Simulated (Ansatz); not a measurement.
What a change of settings does: TaN

First run: DFT, PBEsol, PAW with Ansatz's default frozen-core files, scalar-relativistic (Ansatz 0.2.0).

Command: `ansatz run input.yaml --threads 1 --pin off --max-ram 3072MiB --backend cpu --events-out ev --progress --plain --runs-dir out` It took 5.3 s on 1 thread of Intel(R) Xeon(R) Platinum 8488C (Sapphire Rapids), on a shared host, peak memory 0.4 GiB.

```yaml
crystal:
  lattice:
    - [3.1237644157, 0.0, 0.0]
    - [-1.5618822078, 2.7052593394, 0.0]
    - [0.0, 0.0, 6.0477078218]
  atoms:
    - { symbol: Ta, position: [0.3333333333, 0.6666666667, 0.029899355] }
    - { symbol: Ta, position: [0.6666666667, 0.3333333333, 0.529899355] }
    - { symbol: "N", position: [0.3333333333, 0.6666666667, 0.355100645] }
    - { symbol: "N", position: [0.6666666667, 0.3333333333, 0.855100645] }
kpoints:
  mp_grid: { grid: [10, 10, 5] }
scf:
  occupations: { method: fermi_dirac, width: 0.02 }
hamiltonian:
  xc: pbesol
  pseudopotentials: { kind: paw }
output:
  forces: true
  stress: true
  eigenvalues: true
  populations: true
  write_density: true
  write_potential: true
  elf: true
  volumetric_format: npy
```

The cell comes from a relaxation on PAW files under the same functional, begun from a database entry that needn't be the ground state.

It converges in 7 SCF iterations at a pressure of 0.00 GPa, cutoff 420 eV.

The input is then changed:

```diff
   occupations: { method: fermi_dirac, width: 0.02 }
+  mixing: { preconditioner: ldos }
 hamiltonian:
   pseudopotentials: { kind: paw }
+  dispersion: d4
 output:
```

Predict the outcome of the changed run.

It converges in 6 SCF iterations at a pressure of -2.16 GPa, largest force 0.008 eV/Å, cutoff 420 eV. More than one line changes, and not each need have an effect. Results part of its log:
```
SCF 1 converged in 6 iterations: F = -20374.119272 eV  dr2 = 2.72e-8
  greatest PAW one-centre occupation: 1.000 electrons in one spin orbital (limit 2), on the Ta atom at site 1 (counted from 0), in its partial waves of l = 0
SCF converged after 6 iterations
Free energy (F): -20374.119272 eV
Harris-Foulkes:  -20374.119272 eV  (|F-HF|=7.14e-9)
Internal energy: -20374.117876 eV  (E = F + TS)
E sigma→0 (E₀):  -20374.118574 eV
Entropy (-TS):   -0.001396 eV (-0.349 meV/atom)
Fermi energy:    16.651349 eV
--- Per-component energies (eV) ---
  E_band       = -234.367734
  E_kinetic    = 994.475616
  E_local      = -1625.581492  (includes V_loc(G=0)·N_el)
  E_nonlocal   = 126.835570
  E_hartree    = 549.611342
  E_xc         = -552.830470
  E_vxc        = -559.366217  (∫ρ·V_xc dr)
  E_paw        = -16790.895977  (= ΣΔE_a)
  E_vpaw       = -269.955234  (= ΣTr[D̂ρ^β])
  E_aug_tail   = 0.000486  (compensation charges beyond the density's cutoff)
  E_ewald      = -3075.587270
  E_disp       = -0.629173  (pairwise vdW)
  E_core_change = 0.483491  (= ΣΔE_core)
  E_smearing   = -0.001396  (= −TS)
  E_closure    = 0.000000  (closes the sum)
  Σ components = -20374.119272   (vs F -20374.119272, Δ=0.00e0)
--- Forces (eV/Å), atoms counted from 1 ---
  atom   1  Ta     0.00000000    -0.00000000    -0.00787385
  atom   2  Ta    -0.00000000     0.00000000    -0.00787385
  atom   3  N      0.00000000     0.00000000     0.00784455
  atom   4  N     -0.00000000     0.00000000     0.00784455
  max |Σ_I F_I| component: 5.86e-5 eV/Å
--- Stress (GPa, compression-positive) ---
       -2.023361       0.000000       0.000000
        0.000000      -2.023361       0.000000
       -0.000000      -0.000000      -2.435249
  P = ⅓ Tr σ = -2.1607 GPa (-21.607 kbar)
--- Band table (eV; the first three rows and the last of 42) ---
  k-point 0: bands = ["-51.9039", "-51.8924", "-18.8637", "-18.4903", "-18.2176", "-18.2176", "-18.1860", "-18.1860", "-0.4016", "1.2132", "9.2622", "9.5556", "11.1605", "11.1605", "12.0357", "12.0357", "15.8533", "16.0064", "16.7781", "16.7781", "18.8760", "18.8760"]
  k-point 1: bands = ["-51.9028", "-51.8935", "-18.8294", "-18.5273", "-18.2146", "-18.2146", "-18.1890", "-18.1890", "-0.2515", "1.0567", "9.1900", "9.4442", "11.2287", "11.2287", "11.9320", "11.9320", "16.1289", "16.3827", "16.9305", "16.9305", "18.5400", "18.5400"]
  k-point 2: bands = ["-51.8999", "-51.8964", "-18.7382", "-18.6229", "-18.2067", "-18.2067", "-18.1970", "-18.1970", "0.1463", "0.6471", "9.1264", "9.2326", "11.4189", "11.4189", "11.6849", "11.6849", "16.7129", "16.9257", "17.3542", "17.3542", "17.9462", "17.9462"]
  k-point 41: bands = ["-51.8597", "-51.8592", "-18.7225", "-18.7191", "-18.5660", "-18.5541", "-18.5048", "-18.5004", "1.2440", "1.2999", "9.7596", "9.9672", "10.2732", "10.5615", "12.0815", "12.1797", "15.5270", "15.6859", "17.0101", "17.3844", "19.8509", "20.0903"]
--- Löwdin populations: 4 sites ---
  site symbol       q [e]
     0     Ta     12.2366
     1     Ta     12.2366
     2      N      5.6480
     3      N      5.6480
  spilling = 0.006412 (of n_electrons = 36.000000)
```
